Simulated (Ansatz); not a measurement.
PbS (Galena):

```
CELL_PARAMETERS angstrom
0.00000 2.96575 2.96575
2.96575 0.00000 2.96575
2.96575 2.96575 0.00000
ATOMIC_POSITIONS crystal
Pb 0.00000 0.00000 0.00000
S 0.50000 0.50000 0.50000
```

Base run:

* Program: Ansatz 0.2.0
* Functional: LDA
* Potentials or basis: Ansatz PAW
* Cutoff: 420 eV (not typed: the program's choice for these potentials)
* k mesh: 6 × 6 × 6
* Occupations: fermi-dirac, width 0.05 eV
* Spin: spin-orbit coupling, no magnetisation

Its results: band gap on the k mesh 0.21 eV, direct; pressure -3.3 GPa.

The run is repeated on the same cell with these changes: functional from LDA to PBE. What comes out?

Band gap on the k mesh 0.08 eV, direct; pressure 1.6 GPa.

PBE binds less tightly than LDA, so the same cell stands under more pressure.

Caveats: the PAW data sets come from PBE, with cores solved anew for the run's functional, which leaves a small shift of forces and pressure (some runs).
